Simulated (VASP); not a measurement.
# C in VASP: further runs, part 3 of 3

VASP 6.6.1. Earlier steps stand in the parts before.

## (4) Single point, LDA

This run uses another cell than the first one, of 16.35 Å³/atom, 0.806 times its volume.

Contents of INCAR:

```
PREC = Accurate
ENCUT = 460
EDIFF = 1E-7
ISMEAR = 1
SIGMA = 0.1
LREAL = False
LASPH = True
NELM = 120
ALGO = Normal
ISIF = 2
LWAVE = False
LCHARG = False
LDIPOL = True
IDIPOL = 3
DIPOL = 0.5 0.5 0.500
GGA = CA
NBANDS = 32
LVHAR = True
LVACPOTAV = True
```

Contents of KPOINTS:

```
Automatic mesh
0
Gamma
  12 12 1
```

Contents of POSCAR:

```
C
1.0
    2.4599989204      0.0000000000      0.0000000000
   -1.2299994602      2.1304215583      0.0000000000
    0.0000000000      0.0000000000     24.9550000000
C
8
Direct
    0.6666666667      0.3333333333      0.1202163895
    0.3333333334      0.6666666667      0.1206631937
    0.6666666667      0.3333333333      0.4325325586
    0.3333333334      0.6666666667      0.4329793629
    0.3333333334      0.6666666667      0.5670206371
    0.0000000000      0.0000000000      0.5674674414
    0.3333333334      0.6666666667      0.8793368063
    0.0000000000      0.0000000000      0.8797836105
```

Potentials or basis: VASP PAW LDA potentials, release 64 (C).

Started as:

```console
cat potpaw_LDA.64/C/POTCAR > POTCAR
mpirun -np 1 vasp_std > vasp.out
```

OUTCAR:

```text
PREC = Accurate
   ENCUT = 460
   EDIFF = 1E-7
   ISMEAR = 1
   LREAL = False
   LASPH = True
   NELM = 120
   ISIF = 2
   GGA = CA

 Found     19 irreducible k-points:

 Following reciprocal coordinates:
            Coordinates               Weight
  0.000000  0.000000  0.000000      1.000000
  0.083333  0.000000  0.000000      6.000000
  0.166667  0.000000  0.000000      6.000000
  0.250000  0.000000  0.000000      6.000000
  0.333333  0.000000  0.000000      6.000000
  0.416667  0.000000  0.000000      6.000000
   k-points           NKPTS =     19   k-points in BZ     NKDIM =     19   number of bands    NBANDS=     32
   number of dos      NEDOS =    301   number of ions     NIONS =      8
   total plane-waves  NPLWV =  58320
   dimension x,y,z NGX =    18 NGY =   18 NGZ =  180
   dimension x,y,z NGXF=    36 NGYF=   36 NGZF=  360
   ions per type =               8
   NGX,Y,Z   is equivalent  to a cutoff of  12.16, 12.16, 11.99 a.u.
   NGXF,Y,Z  is equivalent  to a cutoff of  24.33, 24.33, 23.98 a.u.
 SYSTEM =  unknown system
   PREC   = accura    normal or accurate (medium, high low for compatibility)
   ISTART =      0    job   : 0-new  1-cont  2-samecut
   ICHARG =      2    charge: 1-file 2-atom 10-const
   ISPIN  =      1    spin polarized calculation?
   LNONCOLLINEAR =      F non collinear calculations
   LSORBIT =      F    spin-orbit coupling
   LASPH  =      T    aspherical Exc in radial PAW
   ENCUT  =  460.0 eV  33.81 Ry    5.81 a.u.   4.30  4.30 43.64*2*pi/ulx,y,z
   NELM   =    120;   NELMIN=  2; NELMDL= -5     # of ELM steps
   EDIFF  = 0.1E-06   stopping-criterion for ELM
   LREAL  =      F    real-space projection
   EDIFFG = 0.1E-05   stopping-criterion for IOM
   NSW    =      0    number of steps for IOM
   IBRION =     -1    ionic relax: 0-MD 1-quasi-New 2-CG
   NFREE  =      0    steps in history (QN), initial steepest desc. (CG)
   ISIF   =      2    stress and relaxation
   ISYM   =      2    0-nonsym 1-usesym 2-fastsym
   POTIM  = 0.5000    time-step for ionic-motion
[... 16 lines left out ...]
   GGA     = CA    functional components
   LHFCALC =     F    Hartree Fock is set to
   AEXX    =    0.0000 exact exchange contribution
   IVDW    =     0    specifies the selected vdW correction
   LEPSILON=     F    determine dielectric tensor
   LRPA    =     F    only Hartree local field effects (RPA)
 non-spin polarized calculation
 Methfessel and Paxton  Order N= 1 SIGMA  =   0.10
  energy-cutoff  :      460.00
  volume of cell :      130.79
 maximum number of plane-waves:      2991
 NGX is ok and might be reduce to    18
   NGX =  9   NGY =  9   NGZ = 87

 number of electron      31.9999989 magnetization

 dipolmoment           0.000000      0.000000     -0.000000 electrons x Angstroem

 Free energy of the ion-electron system (eV)
  ---------------------------------------------------
  ext. energy  EPLUGINS =         0.00000000
  ---------------------------------------------------
  free energy    TOTEN  =       -80.72769311 eV

  energy without entropy =      -80.72534403  energy(sigma->0) =      -80.72691009

 E-fermi :   0.3965     XC(G=0):  -6.6099

 val. band max:        0.3957371832   @ k =   0.3333   0.3333   0.0000
 cond. band min:       0.3968508828   @ k =   0.3333   0.3333   0.0000
 fundamental gap:      0.0011136996
 Fermi energy:         0.3964807754

 k-point     1 :       0.0000    0.0000    0.0000
  band No.  band energies     occupation
      1     -19.0202      2.00000
      2     -18.9605      2.00000
      3     -18.9601      2.00000
      4     -18.8602      2.00000
      5      -7.7797      2.00000
      6      -7.2989      2.00000
[... 175 lines left out ...]
     27       9.4558      0.00000
     28      10.4356      0.00000

 [... further k-points ...]

 [bands above 28 left out]

------------------------ aborting loop because EDIFF is reached ----------------------------------------

  FORCE on cell =-STRESS in cart. coord.  units (eV):
  Direction    XX          YY          ZZ          XY          YZ          ZX
  --------------------------------------------------------------------------------------
  -------------------------------------------------------------------------------------
  Total       -2.9000494     -2.9000494     -0.2252066      0.0000000      0.0000000      0.0000000
  in kB      -35.5269517    -35.5269517     -2.7588856      0.0000000      0.0000000      0.0000000
  external PRESSURE =     -24.6042630 kB  Pullay stress =       0.0000000 kB

 VOLUME and BASIS-vectors are now :
 -----------------------------------------------------------------------------
  energy-cutoff  :      460.00
  volume of cell :      130.79
      direct lattice vectors                 reciprocal lattice vectors
     2.459998920  0.000000000  0.000000000     0.406504243  0.234695334  0.000000000
    -1.229999460  2.130421558  0.000000000     0.000000000  0.469390669  0.000000000
     0.000000000  0.000000000 24.955000000     0.000000000  0.000000000  0.040072130

 POSITION                                       TOTAL-FORCE (eV/Angst)
 -----------------------------------------------------------------------------------
      1.23000      0.71014      3.00000         0.000000      0.000000      0.197310
      0.00000      1.42028      3.01115         0.000000     -0.000000     -0.198109
      1.23000      0.71014     10.79385        -0.000000      0.000000      0.188504
      0.00000      1.42028     10.80500        -0.000000      0.000000     -0.172505
      0.00000      1.42028     14.15000        -0.000000     -0.000000      0.172505
      0.00000      0.00000     14.16115        -0.000000      0.000000     -0.188504
      0.00000      1.42028     21.94385        -0.000000      0.000000      0.198109
      0.00000      0.00000     21.95500         0.000000     -0.000000     -0.197310
 -----------------------------------------------------------------------------------
    total drift:                               -0.000000     -0.000000     -0.000000

  FREE ENERGIE OF THE ION-ELECTRON SYSTEM (eV)
  ---------------------------------------------------
  free  energy   TOTEN  =       -80.7276931120 eV

  energy  without entropy=      -80.7253440331  energy(sigma->0) =      -80.72691009
```

OSZICAR:

```text
N       E                     dE             d eps       ncg     rms          rms(c)
DAV:   1     0.132242407912E+03    0.13224E+03   -0.13021E+04  1216   0.776E+02
DAV:   2    -0.727361483629E+02   -0.20498E+03   -0.18823E+03  1680   0.201E+02
DAV:   3    -0.862512427360E+02   -0.13515E+02   -0.13351E+02  1544   0.496E+01
[... 14 lines left out ...]
DAV:  18    -0.807276901250E+02   -0.20009E-05   -0.76790E-06  1464   0.376E-03    0.323E-03
DAV:  19    -0.807276920143E+02   -0.18894E-05   -0.27535E-07  1280   0.202E-03    0.231E-03
DAV:  20    -0.807276929486E+02   -0.93431E-06   -0.10976E-07  1288   0.108E-03    0.275E-04
DAV:  21    -0.807276930972E+02   -0.14860E-06   -0.15071E-08  1168   0.413E-04    0.169E-04
DAV:  22    -0.807276931120E+02   -0.14781E-07   -0.28958E-09  1144   0.188E-04
   1 F= -.80727693E+02 E0= -.80726910E+02  d E =-.234908E-02
```

stdout:

```text
POSCAR found type information on POSCAR C
 POSCAR found :  1 types and       8 ions
 scaLAPACK will be used
 LDA part: xc-table for (Slater(with rela. corr.)+CA(PZ))
 , standard interpolation
[... 29 lines left out ...]
|           W    W  A    A  R    R  N    N  II  N    N   GGGG   !!!           |
|                                                                             |
|     Did not find any points to average over, which means that no vacuum     |
|     field-free region was found. Please increase the size of  your cell     |
|     in the dimension of the dipole correction to obtain accurate            |
|     workfunction values.                                                    |
|                                                                             |
 -----------------------------------------------------------------------------
```

It took 66 s on 1 thread of Intel Xeon Platinum 8488C (Sapphire Rapids), shared host; peak memory 0.2 GiB.

The run converged, but some of its settings lie outside the range that counts as converged, so its numbers aren't taken as properties of the slab.

What came out:

```
Free energy            : -80.7277 eV
Largest force          : 0.198 eV/Å
Band gap on the k mesh : 0.00 eV, direct
```

Caveat: the cutoff is under 1.25 times the usual one of these potentials, so pressure, stress and relaxed cells hold a basis-set (Pulay) error.

## (5) Single point, LDA

Edit INCAR of step 4 so:

```diff
@@ -1,3 +1,3 @@
 PREC = Accurate
-ENCUT = 460
+ENCUT = 340
 EDIFF = 1E-7
```

KPOINTS is that of step 4.

Contents of POSCAR:

```
C
1.0
    2.4599989204      0.0000000000      0.0000000000
   -1.2299994602      2.1304215583      0.0000000000
    0.0000000000      0.0000000000     30.9550000000
C
8
Direct
    0.6666666667      0.3333333333      0.1938297529
    0.3333333334      0.6666666667      0.1941899532
    0.6666666667      0.3333333333      0.4456097561
    0.3333333334      0.6666666667      0.4459699564
    0.3333333334      0.6666666667      0.5540300436
    0.0000000000      0.0000000000      0.5543902439
    0.3333333334      0.6666666667      0.8058100468
    0.0000000000      0.0000000000      0.8061702471
```

Potentials or basis: VASP PAW LDA potentials, release 64 (C).

Started as:

```console
cat potpaw_LDA.64/C/POTCAR > POTCAR
mpirun -np 1 vasp_std > vasp.out
```

OUTCAR:

```text
PREC = Accurate
   ENCUT = 340
   EDIFF = 1E-7
   ISMEAR = 1
   LREAL = False
   LASPH = True
   NELM = 120
   ISIF = 2
   GGA = CA

 Found     19 irreducible k-points:

 Following reciprocal coordinates:
            Coordinates               Weight
  0.000000  0.000000  0.000000      1.000000
  0.083333  0.000000  0.000000      6.000000
  0.166667  0.000000  0.000000      6.000000
  0.250000  0.000000  0.000000      6.000000
  0.333333  0.000000  0.000000      6.000000
  0.416667  0.000000  0.000000      6.000000
   k-points           NKPTS =     19   k-points in BZ     NKDIM =     19   number of bands    NBANDS=     32
[... 276 lines left out ...]
  external PRESSURE =     -52.2698350 kB  Pullay stress =       0.0000000 kB

 VOLUME and BASIS-vectors are now :
 -----------------------------------------------------------------------------
  energy-cutoff  :      340.00
  volume of cell :      162.23
      direct lattice vectors                 reciprocal lattice vectors
     2.459998920  0.000000000  0.000000000     0.406504243  0.234695334  0.000000000
    -1.229999460  2.130421558  0.000000000     0.000000000  0.469390669  0.000000000
     0.000000000  0.000000000 30.955000000     0.000000000  0.000000000  0.032304959

 POSITION                                       TOTAL-FORCE (eV/Angst)
 -----------------------------------------------------------------------------------
      1.23000      0.71014      6.00000        -0.000000      0.000000      0.197043
      0.00000      1.42028      6.01115        -0.000000      0.000000     -0.196947
      1.23000      0.71014     13.79385         0.000000      0.000000      0.186201
      0.00000      1.42028     13.80500         0.000000     -0.000000     -0.173811
      0.00000      1.42028     17.15000        -0.000000      0.000000      0.173811
      0.00000      0.00000     17.16115        -0.000000     -0.000000     -0.186201
      0.00000      1.42028     24.94385         0.000000      0.000000      0.196947
      0.00000      0.00000     24.95500        -0.000000      0.000000     -0.197043
 -----------------------------------------------------------------------------------
    total drift:                               -0.000003      0.000002      0.000054

  FREE ENERGIE OF THE ION-ELECTRON SYSTEM (eV)
  ---------------------------------------------------
  free  energy   TOTEN  =       -80.9704703765 eV

  energy  without entropy=      -80.9681279805  energy(sigma->0) =      -80.96968958

 vacuum level on the upper side and lower side of the slab         3.980         3.980
```

OSZICAR:

```text
N       E                     dE             d eps       ncg     rms          rms(c)
DAV:   1     0.118788279677E+03    0.11879E+03   -0.10972E+04  1280   0.595E+02
DAV:   2    -0.739263586234E+02   -0.19271E+03   -0.18112E+03  1648   0.186E+02
DAV:   3    -0.863228211185E+02   -0.12396E+02   -0.12262E+02  1616   0.464E+01
[... 17 lines left out ...]
DAV:  21    -0.809704667792E+02   -0.27832E-05   -0.33558E-07  1280   0.196E-03    0.649E-04
DAV:  22    -0.809704681828E+02   -0.14036E-05   -0.20961E-07  1288   0.128E-03    0.535E-04
DAV:  23    -0.809704701610E+02   -0.19782E-05   -0.74649E-08  1112   0.107E-03    0.461E-04
DAV:  24    -0.809704703593E+02   -0.19829E-06   -0.89661E-09  1064   0.433E-04    0.214E-04
DAV:  25    -0.809704703765E+02   -0.17244E-07   -0.26531E-09  1056   0.216E-04
   1 F= -.80970470E+02 E0= -.80969690E+02  d E =-.234240E-02
```

Wall time 48 s (1 thread of Intel Xeon Platinum 8488C (Sapphire Rapids), shared host); peak memory 0.18 GiB.

The run converged, but a check on its numbers failed (symmetry, net force, bounds or a known fault of this set-up), so they aren't taken as properties of the slab.

Caveat: the cutoff lies under the usual one of these potentials, so the numbers hold a large basis-set error.

## (6) Single point, LDA

Edit INCAR of step 5 so:

```diff
@@ -1,3 +1,3 @@
 PREC = Accurate
-ENCUT = 340
+ENCUT = 400
 EDIFF = 1E-7
```

KPOINTS is that of step 5.

POSCAR is that of step 5.

Potentials or basis: VASP PAW LDA potentials, release 64 (C).

Started as:

```console
cat potpaw_LDA.64/C/POTCAR > POTCAR
mpirun -np 1 vasp_std > vasp.out
```

It took 58 s on 1 thread of Intel Xeon Platinum 8488C (Sapphire Rapids), shared host; peak memory 0.2 GiB.

These settings aren't checked as converged: the numbers below hold their error.

What came out:

* Free energy: -80.7897 eV
* Largest force: 0.198 eV/Å
* Band gap on the k mesh: 0.00 eV, direct
* Ionisation potential of the upper face: 4.53 eV

Caveat: the cutoff is under 1.25 times the usual one of these potentials, so pressure, stress and relaxed cells hold a basis-set (Pulay) error.
